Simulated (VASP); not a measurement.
# Ti (P6/mmm) in VASP: notebook

Runs on Ti. Level: PBE. Tasks: single point.

Program: VASP 6.6.1. These are calculated values, not measurements. Logs are shortened: lines on timing, memory, paths and dates and some standing lists are left out, and cuts for length are marked.

### Step 1. Starting point

Symmetry: P6/mmm, No. 191, hexagonal system. Conventional cell: a = 4.567 Å, b = 4.567 Å, c = 2.826 Å, α = 90.00°, β = 90.00°, γ = 120.00°. Ti (site symmetry -6m2) has 11 Ti at 2.64 to 2.99 Å as nearest neighbours. Around Ti (site symmetry 6/mmm) lie 14 Ti at 2.83 to 2.99 Å.

This isn't the form of Ti at room conditions, which is hcp.

### Step 2. Single point, PBE

Input file INCAR:

```
SYSTEM = Ti
PREC     = Accurate       ! precision mode
ENCUT    = 400            ! plane-wave cutoff, eV
EDIFF    = 1E-6           ! SCF threshold, eV
ISMEAR   = 0              ! smearing method
SIGMA    = 0.2            ! smearing width, eV
LREAL    = .False.        ! projectors in reciprocal space
LASPH    = .True.         ! aspherical terms in the spheres
NELM     = 100            ! most SCF steps
ALGO     = Normal         ! electronic algorithm
ISIF     = 2              ! what is computed and relaxed
LWAVE    = .False.        ! write WAVECAR
LCHARG   = .False.        ! write CHGCAR
GGA      = PE             ! functional
NBANDS   = 13             ! bands
ADDGRID  = .False.
```

Input file KPOINTS:

```
Automatic mesh
0
Gamma
  12 12 17
  0 0 0
```

Input file POSCAR:

```
Ti
1.0
    4.5673748306      0.0000000000      0.0000000000
   -2.2836874153      3.9554626319      0.0000000000
    0.0000000000      0.0000000000      2.8262442700
Ti
3
Direct
    0.6535550000      0.3369470000      0.4982190000
    0.3492570000      0.6782810000      0.5288300000
    0.0014220000     -0.0021490000     -0.0037100000
```

Potentials or basis: VASP PAW PBE potentials, release 64 (Ti).

Launch:

```
$ cat potpaw_PBE.64/Ti/POTCAR > POTCAR
$ mpirun -np 1 vasp_std > vasp.out
```

OUTCAR:

```text
SYSTEM = Ti
   PREC = Accurate
   ENCUT = 400
   EDIFF = 1E-6
   ISMEAR = 0
   LREAL = .False.
   LASPH = .True.
   NELM = 100
   ISIF = 2
   GGA = PE

 Found   1226 irreducible k-points:

 Following reciprocal coordinates:
            Coordinates               Weight
  0.000000  0.000000  0.000000      1.000000
  0.083333  0.000000  0.000000      2.000000
  0.000000  0.083333  0.000000      2.000000
 -0.083333  0.083333  0.000000      2.000000
  0.166667  0.000000  0.000000      2.000000
  0.000000  0.166667  0.000000      2.000000
   k-points           NKPTS =   1226   k-points in BZ     NKDIM =   1226   number of bands    NBANDS=     13
   number of dos      NEDOS =    301   number of ions     NIONS =      3
   total plane-waves  NPLWV =  16200
   dimension x,y,z NGX =    30 NGY =   30 NGZ =   18
   dimension x,y,z NGXF=    60 NGYF=   60 NGZF=   36
   ions per type =               3
   NGX,Y,Z   is equivalent  to a cutoff of  10.92, 10.92, 10.59 a.u.
   NGXF,Y,Z  is equivalent  to a cutoff of  21.84, 21.84, 21.18 a.u.
 SYSTEM =  Ti
   PREC   = accura    normal or accurate (medium, high low for compatibility)
   ISTART =      0    job   : 0-new  1-cont  2-samecut
   ICHARG =      2    charge: 1-file 2-atom 10-const
   ISPIN  =      1    spin polarized calculation?
   LNONCOLLINEAR =      F non collinear calculations
   LSORBIT =      F    spin-orbit coupling
   LASPH  =      T    aspherical Exc in radial PAW
   ENCUT  =  400.0 eV  29.40 Ry    5.42 a.u.   7.45  7.45  4.61*2*pi/ulx,y,z
   NELM   =    100;   NELMIN=  2; NELMDL= -5     # of ELM steps
   EDIFF  = 0.1E-05   stopping-criterion for ELM
   LREAL  =      F    real-space projection
   EDIFFG = 0.1E-04   stopping-criterion for IOM
   NSW    =      0    number of steps for IOM
   IBRION =     -1    ionic relax: 0-MD 1-quasi-New 2-CG
   NFREE  =      0    steps in history (QN), initial steepest desc. (CG)
   ISIF   =      2    stress and relaxation
   ISYM   =      2    0-nonsym 1-usesym 2-fastsym
   POTIM  = 0.5000    time-step for ionic-motion
   TEBEG  =    0.0;   TEEND  =   0.0 temperature during run
   PSTRESS=    0.0 pullay stress
   NELECT =      12.0000    total number of electrons
   NUPDOWN=      -1.0000    fix difference up-down
   EMIN   =  10.00;   EMAX   =-10.00  energy-range for DOS
   EFERMI =   0.00;   METHOD = LEGACY
   ISMEAR =     0;   SIGMA  =   0.20  broadening in eV -4-tet -1-fermi 0-gaus
   EFERMI_NEDOS =   21; number of points for ismear=-14 and -15
   IALGO  =     38    algorithm
   IMIX   =      4    mixing-type and parameters
     AMIX     =   0.40;   BMIX     =  1.00
     AMIX_MAG =   1.60;   BMIX_MAG =  1.00
  volume/ion in A,a.u.               =      17.02       114.85
  Fermi-wavevector in a.u.,A,eV,Ry     =   1.010285  1.909162 13.887145  1.020676
  Thomas-Fermi vector in A             =   2.143265
   LORBIT       =      0    0 simple, 1 ext, 2 COOP (PROOUT), +10 PAW based schemes
   GGA     = PE    functional components
   LHFCALC =     F    Hartree Fock is set to
   AEXX    =    0.0000 exact exchange contribution
   IVDW    =     0    specifies the selected vdW correction
   LEPSILON=     F    determine dielectric tensor
   LRPA    =     F    only Hartree local field effects (RPA)
 non-spin polarized calculation
 Gauss-broadening in eV      SIGMA  =   0.20
  energy-cutoff  :      400.00
  volume of cell :       51.06
 maximum number of plane-waves:       946
 NGX is ok and might be reduce to    30
   NGX = 15   NGY = 15   NGZ =  9

 number of electron      12.0000002 magnetization

 Free energy of the ion-electron system (eV)
  ---------------------------------------------------
  ext. energy  EPLUGINS =         0.00000000
  ---------------------------------------------------
  free energy    TOTEN  =       -23.32456942 eV

  energy without entropy =      -23.26509949  energy(sigma->0) =      -23.29483445

 E-fermi :   3.0355     XC(G=0): -11.1498

 val. band max:        3.0348383880   @ k =   0.0833   0.4167  -0.1765
 cond. band min:       3.0363443632   @ k =   0.5000  -0.1667   0.0000
 fundamental gap:      0.0015059752
 Fermi energy:         3.0354973442

 k-point     1 :       0.0000    0.0000    0.0000
  band No.  band energies     occupation
      1      -2.9625      2.00000
      2       1.1153      2.00000
      3       2.3092      2.00000
      4       2.3978      1.99999
      5       2.4129      1.99999
      6       2.5020      1.99984
      7       3.0301      1.03020
      8       3.6925      0.00000
      9       4.3065      0.00000
     10       4.3329      0.00000
     11       4.7145      0.00000
     12       4.8415      0.00000
     13       4.9689      0.00000

 k-point     2 :       0.0833    0.0000    0.0000
  band No.  band energies     occupation
      1      -2.8815      2.00000
      2       1.1224      2.00000
      3       2.0589      2.00000
      4       2.2808      2.00000
      5       2.4791      1.99992
      6       2.6213      1.99660
      7       3.1187      0.55651
      8       3.7059      0.00000
      9       4.2677      0.00000
     10       4.3652      0.00000
     11       4.6082      0.00000
     12       4.7291      0.00000
     13       5.1173      0.00000

 k-point     3 :       0.0000    0.0833    0.0000
  band No.  band energies     occupation
      1      -2.8816      2.00000
      2       1.1200      2.00000
      3       2.0873      2.00000
      4       2.2681      2.00000
      5       2.3954      1.99999
      6       2.6526      1.99322
      7       3.1396      0.46152
      8       3.7115      0.00000
      9       4.2553      0.00000
     10       4.3911      0.00000
     11       4.5700      0.00000
     12       4.8144      0.00000
     13       5.0382      0.00000
[... 17 lines left out ...]
 k-point     5 :       0.1667    0.0000    0.0000
  band No.  band energies     occupation
      1      -2.6424      2.00000
      2       1.1034      2.00000
      3       1.6686      2.00000
      4       2.2389      2.00000
      5       2.3119      2.00000
      6       2.9109      1.62155
      7       3.2308      0.16729
      8       3.7174      0.00000
      9       4.1114      0.00000
     10       4.4242      0.00000
     11       4.5056      0.00000
     12       4.6443      0.00000
     13       5.3577      0.00000

 k-point     6 :       0.0000    0.1667    0.0000
  band No.  band energies     occupation
      1      -2.6428      2.00000
      2       1.0842      2.00000
      3       1.7272      2.00000
      4       2.1716      2.00000
      5       2.2187      2.00000
      6       2.9175      1.59608
      7       3.2846      0.07814
      8       3.7323      0.00000
      9       4.1143      0.00000
     10       4.3929      0.00000
     11       4.5667      0.00000
     12       4.6810      0.00000
     13       5.3017      0.00000

 [... further k-points ...]
[... 5 lines left out ...]
  --------------------------------------------------------------------------------------
  -------------------------------------------------------------------------------------
  Total       -0.2496237     -0.3538044     -0.1895034      0.0651542      0.0437231      0.0273415
  in kB       -7.8329038    -11.1019738     -5.9463972      2.0444636      1.3719811      0.8579451
  external PRESSURE =      -8.2937583 kB  Pullay stress =       0.0000000 kB

 VOLUME and BASIS-vectors are now :
 -----------------------------------------------------------------------------
  energy-cutoff  :      400.00
  volume of cell :       51.06
      direct lattice vectors                 reciprocal lattice vectors
     4.567374831  0.000000000  0.000000000     0.218944150  0.126407464  0.000000000
    -2.283687415  3.955462632  0.000000000     0.000000000  0.252814928  0.000000000
     0.000000000  0.000000000  2.826244270     0.000000000  0.000000000  0.353826458

 POSITION                                       TOTAL-FORCE (eV/Angst)
 -----------------------------------------------------------------------------------
      2.21555      1.33278      1.40809         0.293569     -0.023486      0.002155
      0.04621      2.68292      1.49460        -0.258208     -0.058056     -0.260120
     -2.27228      3.94696      2.81576        -0.035361      0.081542      0.257965
 -----------------------------------------------------------------------------------
    total drift:                               -0.000050      0.000007      0.000016

  FREE ENERGIE OF THE ION-ELECTRON SYSTEM (eV)
  ---------------------------------------------------
  free  energy   TOTEN  =       -23.3245694158 eV

  energy  without entropy=      -23.2650994938  energy(sigma->0) =      -23.29483445
```

Run time: 6.7 min. Hardware: 1 thread of Intel Xeon Platinum 8488C (Sapphire Rapids), shared host; peak memory 0.54 GiB.

These settings aren't checked as converged: the numbers below hold their error.

Results:

* Free energy: -23.3246 eV
* Pressure: -0.8 GPa
* Largest force: 0.371 eV/Å
* Band gap on the k mesh: none (metal or under the smearing width)

### Step 3. Single point, PBE

Changes to INCAR since step 2:

```diff
@@ -5,3 +5,3 @@
 ISMEAR   = 0              ! smearing method
-SIGMA    = 0.2            ! smearing width, eV
+SIGMA    = 0.1            ! smearing width, eV
 LREAL    = .False.        ! projectors in reciprocal space
```

KPOINTS is that of step 2.

Input file POSCAR:

```
Ti
1.0
    4.5673748306      0.0000000000      0.0000000000
   -2.2836874153      3.9554626319      0.0000000000
    0.0000000000      0.0000000000      2.8262442700
Ti
3
Direct
    0.6666666667      0.3333333333      0.5000000000
    0.3333333333      0.6666666667      0.5000000000
    0.0000000000      0.0000000000      0.0000000000
```

Potentials or basis: VASP PAW PBE potentials, release 64 (Ti).

Launch:

```
$ cat potpaw_PBE.64/Ti/POTCAR > POTCAR
$ mpirun -np 1 vasp_std > vasp.out
```

OUTCAR:

```text
SYSTEM = Ti
   PREC = Accurate
   ENCUT = 400
   EDIFF = 1E-6
   ISMEAR = 0
   LREAL = .False.
   LASPH = .True.
   NELM = 100
   ISIF = 2
   GGA = PE

 Found    171 irreducible k-points:

 Following reciprocal coordinates:
            Coordinates               Weight
  0.000000  0.000000  0.000000      1.000000
  0.083333  0.000000  0.000000      6.000000
  0.166667  0.000000  0.000000      6.000000
  0.250000  0.000000  0.000000      6.000000
  0.333333  0.000000  0.000000      6.000000
  0.416667  0.000000  0.000000      6.000000
   k-points           NKPTS =    171   k-points in BZ     NKDIM =    171   number of bands    NBANDS=     13
   number of dos      NEDOS =    301   number of ions     NIONS =      3
   total plane-waves  NPLWV =  16200
   dimension x,y,z NGX =    30 NGY =   30 NGZ =   18
   dimension x,y,z NGXF=    60 NGYF=   60 NGZF=   36
   ions per type =               3
   NGX,Y,Z   is equivalent  to a cutoff of  10.92, 10.92, 10.59 a.u.
   NGXF,Y,Z  is equivalent  to a cutoff of  21.84, 21.84, 21.18 a.u.
 SYSTEM =  Ti
   PREC   = accura    normal or accurate (medium, high low for compatibility)
   ISTART =      0    job   : 0-new  1-cont  2-samecut
   ICHARG =      2    charge: 1-file 2-atom 10-const
   ISPIN  =      1    spin polarized calculation?
   LNONCOLLINEAR =      F non collinear calculations
   LSORBIT =      F    spin-orbit coupling
   LASPH  =      T    aspherical Exc in radial PAW
   ENCUT  =  400.0 eV  29.40 Ry    5.42 a.u.   7.45  7.45  4.61*2*pi/ulx,y,z
   NELM   =    100;   NELMIN=  2; NELMDL= -5     # of ELM steps
   EDIFF  = 0.1E-05   stopping-criterion for ELM
   LREAL  =      F    real-space projection
   EDIFFG = 0.1E-04   stopping-criterion for IOM
   NSW    =      0    number of steps for IOM
   IBRION =     -1    ionic relax: 0-MD 1-quasi-New 2-CG
   NFREE  =      0    steps in history (QN), initial steepest desc. (CG)
   ISIF   =      2    stress and relaxation
   ISYM   =      2    0-nonsym 1-usesym 2-fastsym
   POTIM  = 0.5000    time-step for ionic-motion
   TEBEG  =    0.0;   TEEND  =   0.0 temperature during run
   PSTRESS=    0.0 pullay stress
   NELECT =      12.0000    total number of electrons
   NUPDOWN=      -1.0000    fix difference up-down
   EMIN   =  10.00;   EMAX   =-10.00  energy-range for DOS
   EFERMI =   0.00;   METHOD = LEGACY
   ISMEAR =     0;   SIGMA  =   0.10  broadening in eV -4-tet -1-fermi 0-gaus
   EFERMI_NEDOS =   21; number of points for ismear=-14 and -15
   IALGO  =     38    algorithm
   IMIX   =      4    mixing-type and parameters
     AMIX     =   0.40;   BMIX     =  1.00
     AMIX_MAG =   1.60;   BMIX_MAG =  1.00
  volume/ion in A,a.u.               =      17.02       114.85
  Fermi-wavevector in a.u.,A,eV,Ry     =   1.010285  1.909162 13.887145  1.020676
  Thomas-Fermi vector in A             =   2.143265
   LORBIT       =      0    0 simple, 1 ext, 2 COOP (PROOUT), +10 PAW based schemes
   GGA     = PE    functional components
   LHFCALC =     F    Hartree Fock is set to
   AEXX    =    0.0000 exact exchange contribution
   IVDW    =     0    specifies the selected vdW correction
   LEPSILON=     F    determine dielectric tensor
   LRPA    =     F    only Hartree local field effects (RPA)
 non-spin polarized calculation
 Gauss-broadening in eV      SIGMA  =   0.10
  energy-cutoff  :      400.00
  volume of cell :       51.06
 maximum number of plane-waves:       946
 NGX is ok and might be reduce to    30
   NGX = 15   NGY = 15   NGZ =  9

 number of electron      12.0000003 magnetization

 Free energy of the ion-electron system (eV)
  ---------------------------------------------------
  ext. energy  EPLUGINS =         0.00000000
  ---------------------------------------------------
  free energy    TOTEN  =       -23.33380073 eV

  energy without entropy =      -23.31992453  energy(sigma->0) =      -23.32686263

 E-fermi :   3.0571     XC(G=0): -11.1542

 val. band max:        3.0570053483   @ k =   0.2500   0.1667   0.0000
 cond. band min:       3.0628717366   @ k =   0.3333   0.0833   0.0000
 fundamental gap:      0.0058663883
 Fermi energy:         3.0571448450

 k-point     1 :       0.0000    0.0000    0.0000
  band No.  band energies     occupation
      1      -2.9679      2.00000
      2       1.1174      2.00000
      3       2.3465      2.00000
      4       2.3465      2.00000
      5       2.4468      2.00000
      6       2.4468      2.00000
      7       3.0435      1.15246
      8       3.7208      0.00000
      9       4.3185      0.00000
     10       4.3185      0.00000
     11       4.8336      0.00000
     12       4.8338      0.00000
     13       4.9464      0.00000

 k-point     2 :       0.0833    0.0000    0.0000
  band No.  band energies     occupation
      1      -2.8869      2.00000
      2       1.1234      2.00000
      3       2.0822      2.00000
      4       2.2524      2.00000
      5       2.4261      2.00000
      6       2.6249      2.00000
      7       3.1419      0.23060
      8       3.7345      0.00000
      9       4.2635      0.00000
     10       4.3804      0.00000
     11       4.6551      0.00000
     12       4.6785      0.00000
     13       5.1412      0.00000

 k-point     3 :       0.1667    0.0000    0.0000
  band No.  band energies     occupation
      1      -2.6480      2.00000
      2       1.0932      2.00000
      3       1.7103      2.00000
      4       2.2069      2.00000
      5       2.2163      2.00000
      6       2.9158      1.95444
      7       3.2687      0.00278
      8       3.7461      0.00000
      9       4.1080      0.00000
     10       4.4565      0.00000
     11       4.5509      0.00000
     12       4.5562      0.00000
     13       5.3880      0.00000

 k-point     4 :       0.2500    0.0000    0.0000
  band No.  band energies     occupation
      1      -2.2638      2.00000
      2       0.9118      2.00000
      3       1.3423      2.00000
      4       2.0767      2.00000
      5       2.2461      2.00000
      6       3.2533      0.00554
      7       3.2739      0.00217
      8       3.7220      0.00000
      9       3.8852      0.00000
     10       4.2910      0.00000
     11       4.5235      0.00000
     12       4.8023      0.00000
     13       5.6314      0.00000

 k-point     5 :       0.3333    0.0000    0.0000
  band No.  band energies     occupation
      1      -1.7558      2.00000
      2       0.6192      2.00000
      3       0.8792      2.00000
      4       2.1744      2.00000
      5       2.3629      2.00000
      6       3.1546      0.16826
      7       3.4573      0.00000
      8       3.6619      0.00000
      9       3.7728      0.00000
     10       4.1673      0.00000
     11       4.5871      0.00000
     12       5.1107      0.00000
     13       5.6772      0.00000

 k-point     6 :       0.4167    0.0000    0.0000
  band No.  band energies     occupation
      1      -1.1552      2.00000
      2       0.1472      2.00000
      3       0.5474      2.00000
      4       2.4051      2.00000
      5       2.5324      2.00000
      6       2.9443      1.88933
      7       3.2493      0.00659
      8       3.6009      0.00000
      9       4.0238      0.00000
     10       4.0909      0.00000
     11       4.7441      0.00000
     12       5.3257      0.00000
     13       5.4452      0.00000

 [... further k-points ...]
[... 5 lines left out ...]
  --------------------------------------------------------------------------------------
  -------------------------------------------------------------------------------------
  Total       -0.3724814     -0.3724814     -0.3629197     -0.0000000      0.0000000     -0.0000000
  in kB      -11.6880344    -11.6880344    -11.3879993     -0.0000000      0.0000000     -0.0000000
  external PRESSURE =     -11.5880227 kB  Pullay stress =       0.0000000 kB

 VOLUME and BASIS-vectors are now :
 -----------------------------------------------------------------------------
  energy-cutoff  :      400.00
  volume of cell :       51.06
      direct lattice vectors                 reciprocal lattice vectors
     4.567374831  0.000000000  0.000000000     0.218944150  0.126407464  0.000000000
    -2.283687415  3.955462632  0.000000000     0.000000000  0.252814928  0.000000000
     0.000000000  0.000000000  2.826244270     0.000000000  0.000000000  0.353826458

 POSITION                                       TOTAL-FORCE (eV/Angst)
 -----------------------------------------------------------------------------------
      2.28369      1.31849      1.41312         0.000000     -0.000000      0.000000
     -0.00000      2.63698      1.41312        -0.000000      0.000000     -0.000000
      0.00000      0.00000      0.00000         0.000000     -0.000000      0.000000
 -----------------------------------------------------------------------------------
    total drift:                               -0.000000      0.000000      0.000000

  FREE ENERGIE OF THE ION-ELECTRON SYSTEM (eV)
  ---------------------------------------------------
  free  energy   TOTEN  =       -23.3338007348 eV

  energy  without entropy=      -23.3199245335  energy(sigma->0) =      -23.32686263
```

Run time: 57 s. Hardware: 1 thread of Intel Xeon Platinum 8488C (Sapphire Rapids), shared host; peak memory 0.18 GiB.

The run converged, but some of its settings lie outside the range that counts as converged, so its numbers aren't taken as properties of the crystal.

What came out:

```yaml
Free_energy: -23.3338 eV
Pressure: -1.2 GPa
Band_gap_on_the_k_mesh: none (metal or under the smearing width)
```
